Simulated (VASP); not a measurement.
# Mg2Ge (Fm-3m) in VASP: further runs, part 3 of 3

VASP 6.6.1. The steps go on from the part before.

### 6 Single point, PBE

INCAR reads:

```
PREC = Accurate
ENCUT = 520
EDIFF = 1E-7
ISMEAR = 0
SIGMA = 0.01
LREAL = F
LASPH = T
NELM = 100
ALGO = Normal
ISIF = 2
LWAVE = F
LCHARG = F
GGA = PE
NBANDS = 16
```

KPOINTS reads:

```
Automatic mesh
0
Gamma
  10 10 10
```

POSCAR reads:

```
Mg2Ge
1.0
    0.0000000000      3.2109592253      3.2109592253
    3.2109592253      0.0000000000      3.2109592253
    3.2109592253      3.2109592253      0.0000000000
Mg Ge
2 1
Direct
    0.2500000000      0.2500000000      0.2500000000
    0.7500000000      0.7500000000      0.7500000000
    0.0000000000      0.0000000000      0.0000000000
```

Potentials or basis: VASP PAW PBE potentials, release 64 (Mg, Ge_d).

On the command line:

```bash
$ cat potpaw_PBE.64/Mg/POTCAR potpaw_PBE.64/Ge_d/POTCAR > POTCAR
$ mpirun -np 1 vasp_std > vasp.out
```

OUTCAR:

```text
PREC = Accurate
   ENCUT = 520
   EDIFF = 1E-7
   ISMEAR = 0
   LREAL = F
   LASPH = T
   NELM = 100
   ISIF = 2
   GGA = PE

 ion  position               nearest neighbor table
   1  0.250  0.250  0.250-   3 2.78   3 2.78   3 2.78   3 2.78   2 3.21   2 3.21   2 3.21   2 3.21
                             2 3.21   2 3.21
   2  0.750  0.750  0.750-   3 2.78   3 2.78   3 2.78   3 2.78   1 3.21   1 3.21   1 3.21   1 3.21
                             1 3.21   1 3.21
   3  0.000  0.000  0.000-   2 2.78   2 2.78   2 2.78   1 2.78   2 2.78   1 2.78   1 2.78   1 2.78

  LATTYP: Found a face centered cubic cell.
 ALAT       =     6.4219184506

  Lattice vectors:

 A1 = (   0.0000000000,   3.2109592253,   3.2109592253)
 A2 = (   3.2109592253,   0.0000000000,   3.2109592253)
 A3 = (   3.2109592253,   3.2109592253,   0.0000000000)

Analysis of symmetry for initial positions (statically):
=====================================================================
 Subroutine PRICEL returns:
 Original cell was already a primitive cell.

 Routine SETGRP: Setting up the symmetry group for a
 face centered cubic supercell.

 Subroutine GETGRP returns: Found 48 space group operations
 (whereof 48 operations were pure point group operations)
 out of a pool of 48 trial point group operations.

The static configuration has the point symmetry O_h .

Analysis of symmetry for dynamics (positions and initial velocities):
=====================================================================
 Subroutine PRICEL returns:
 Original cell was already a primitive cell.

 Routine SETGRP: Setting up the symmetry group for a
 face centered cubic supercell.

 Subroutine GETGRP returns: Found 48 space group operations
 (whereof 48 operations were pure point group operations)
 out of a pool of 48 trial point group operations.

The dynamic configuration has the point symmetry O_h .

 Subroutine INISYM returns: Found 48 space group operations
 (whereof 48 operations are pure point group operations),
[... 114 lines left out ...]
   EFERMI_NEDOS =   21; number of points for ismear=-14 and -15
   IALGO  =     38    algorithm
   IMIX   =      4    mixing-type and parameters
     AMIX     =   0.40;   BMIX     =  1.00
     AMIX_MAG =   1.60;   BMIX_MAG =  1.00
  volume/ion in A,a.u.               =      22.07       148.94
  Fermi-wavevector in a.u.,A,eV,Ry     =   1.060525  2.004101 15.302651  1.124713
  Thomas-Fermi vector in A             =   2.195909
   LORBIT       =      0    0 simple, 1 ext, 2 COOP (PROOUT), +10 PAW based schemes
   GGA     = PE    functional components
   LHFCALC =     F    Hartree Fock is set to
   AEXX    =    0.0000 exact exchange contribution
   IVDW    =     0    specifies the selected vdW correction
   LEPSILON=     F    determine dielectric tensor
   LRPA    =     F    only Hartree local field effects (RPA)
 non-spin polarized calculation
 Gauss-broadening in eV      SIGMA  =   0.01
  energy-cutoff  :      520.00
  volume of cell :       66.21
 maximum number of plane-waves:      1807
 NGX is ok and might be reduce to    36
   NGX = 17   NGY = 17   NGZ = 17

 number of electron      18.0000014 magnetization

 Free energy of the ion-electron system (eV)
  ---------------------------------------------------
  ext. energy  EPLUGINS =         0.00000000
  ---------------------------------------------------
  free energy    TOTEN  =        -8.36174552 eV

  energy without entropy =       -8.36174552  energy(sigma->0) =       -8.36174552

 E-fermi :   3.5115     XC(G=0):  -9.0167

 val. band max:        3.4175942057   @ k =   0.0000   0.0000   0.0000
 cond. band min:       3.5810500633   @ k =   0.5000   0.5000   0.0000
 fundamental gap:      0.1634558577
 Fermi energy:         3.5115427791

 k-point     1 :       0.0000    0.0000    0.0000
  band No.  band energies     occupation
      1     -20.2858      2.00000
      2     -20.2858      2.00000
      3     -20.2858      2.00000
      4     -20.2686      2.00000
      5     -20.2686      2.00000
      6      -6.2520      2.00000
[... 433 lines left out ...]
      3     -20.2842      2.00000
      4     -20.2691      2.00000
      5     -20.2678      2.00000
      6      -5.0673      2.00000
[... 8 lines left out ...]
     15      11.4803      0.00000
     16      12.6304      0.00000

 [... further k-points ...]
[... 5 lines left out ...]
  --------------------------------------------------------------------------------------
  -------------------------------------------------------------------------------------
  Total       -0.0614041     -0.0614041     -0.0614041      0.0000000      0.0000000     -0.0000000
  in kB       -1.4858453     -1.4858453     -1.4858453      0.0000000      0.0000000     -0.0000000
  external PRESSURE =      -1.4858453 kB  Pullay stress =       0.0000000 kB

 VOLUME and BASIS-vectors are now :
 -----------------------------------------------------------------------------
  energy-cutoff  :      520.00
  volume of cell :       66.21
      direct lattice vectors                 reciprocal lattice vectors
     0.000000000  3.210959225  3.210959225    -0.155716708  0.155716708  0.155716708
     3.210959225  0.000000000  3.210959225     0.155716708 -0.155716708  0.155716708
     3.210959225  3.210959225  0.000000000     0.155716708  0.155716708 -0.155716708

 POSITION                                       TOTAL-FORCE (eV/Angst)
 -----------------------------------------------------------------------------------
      1.60548      1.60548      1.60548        -0.000000     -0.000000     -0.000000
      4.81644      4.81644      4.81644         0.000000      0.000000      0.000000
      0.00000      0.00000      0.00000        -0.000000      0.000000     -0.000000
 -----------------------------------------------------------------------------------
    total drift:                               -0.000000      0.000000      0.000000

  FREE ENERGIE OF THE ION-ELECTRON SYSTEM (eV)
  ---------------------------------------------------
  free  energy   TOTEN  =        -8.3617455214 eV

  energy  without entropy=       -8.3617455214  energy(sigma->0) =       -8.36174552
```

OSZICAR:

```text
N       E                     dE             d eps       ncg     rms          rms(c)
DAV:   1     0.858372735946E+02    0.85837E+02   -0.88418E+03  1608   0.184E+03
DAV:   2     0.269672574306E+01   -0.83141E+02   -0.79366E+02  1632   0.421E+02
DAV:   3    -0.850769824453E+01   -0.11204E+02   -0.11165E+02  1872   0.900E+01
DAV:   4    -0.883184260980E+01   -0.32414E+00   -0.32409E+00  1832   0.157E+01
DAV:   5    -0.883897347463E+01   -0.71309E-02   -0.71307E-02  1936   0.255E+00    0.322E+00
DAV:   6    -0.843989294343E+01    0.39908E+00   -0.45609E-01  1832   0.354E+00    0.167E+00
DAV:   7    -0.836084021572E+01    0.79053E-01   -0.24646E-01  1856   0.305E+00    0.543E-01
DAV:   8    -0.836189642836E+01   -0.10562E-02   -0.19968E-02  1960   0.202E+00    0.123E-01
DAV:   9    -0.836171504427E+01    0.18138E-03   -0.16602E-03  1944   0.673E-01    0.308E-02
DAV:  10    -0.836173630990E+01   -0.21266E-04   -0.82481E-05  1784   0.581E-02    0.109E-02
DAV:  11    -0.836174559844E+01   -0.92885E-05   -0.17764E-05  1608   0.338E-02    0.381E-03
DAV:  12    -0.836174568646E+01   -0.88015E-07   -0.16899E-06  2032   0.142E-02    0.117E-03
DAV:  13    -0.836174558504E+01    0.10141E-06   -0.17667E-07  1624   0.273E-03    0.324E-04
DAV:  14    -0.836174552136E+01    0.63680E-07   -0.85886E-09   960   0.896E-04
   1 F= -.83617455E+01 E0= -.83617455E+01  d E =-.176457E-25
```

stdout:

```text
POSCAR found type information on POSCAR MgGe
 POSCAR found :  2 types and       3 ions
 scaLAPACK will be used
 LDA part: xc-table for (Slater+PW92), standard interpolation
 POSCAR, INCAR and KPOINTS ok, starting setup
 FFT: planning ... GRIDC
 FFT: planning ... GRID_SOFT
 FFT: planning ... GRID
 WAVECAR not read
 entering main loop
```

It took 55 s on 1 thread of Intel Xeon Platinum 8488C (Sapphire Rapids), shared host; peak memory 0.23 GiB.

Results:

```
Free energy            : -8.3617 eV
Pressure               : -0.1 GPa
Band gap on the k mesh : 0.16 eV, indirect (least direct gap 0.94 eV)
```

Levels at points of the mesh, in eV from the valence-band top:
```
           k point  band 7  band 8  band 9  band 10  band 11  band 12
(0.00, 0.00, 0.00)    0.00    0.00    0.00     0.94     2.78     2.78
(0.50, 0.00, 0.00)   -4.79   -0.73   -0.73     0.93     2.74     2.74
(0.50, 0.50, 0.00)   -4.48   -1.99   -1.99     0.16     0.51     7.80
```

A k mesh can miss the band edges. Expect the measured gap to be larger: semilocal functionals such as PBE lack the derivative discontinuity.

### 7 Summary

```csv
task,cell,cutoff (eV),gap on the mesh (eV),pressure (GPa),relaxed volume (Å³/atom)
single point,cell and atoms relaxed tightly for response,520,0.16,-0.1,-
relaxation of cell and atoms,relaxed from: cell and atoms relaxed tightly for response,600,0.16,0.0,22.01
single point,"Fm-3m, 22.07 Å³/atom",520,0.16,-0.1,-
relaxation of cell and atoms,relaxed,600,0.16,0.0,22.03
```

Alike in all rows: level PBE; potentials or basis VASP PAW PBE potentials, release 64 (Mg, Ge_d); no spin polarisation; k mesh 10 × 10 × 10; smearing gaussian 0.01 eV.

Total energies depend on the potentials used, so only differences within one code and one set of settings carry meaning.
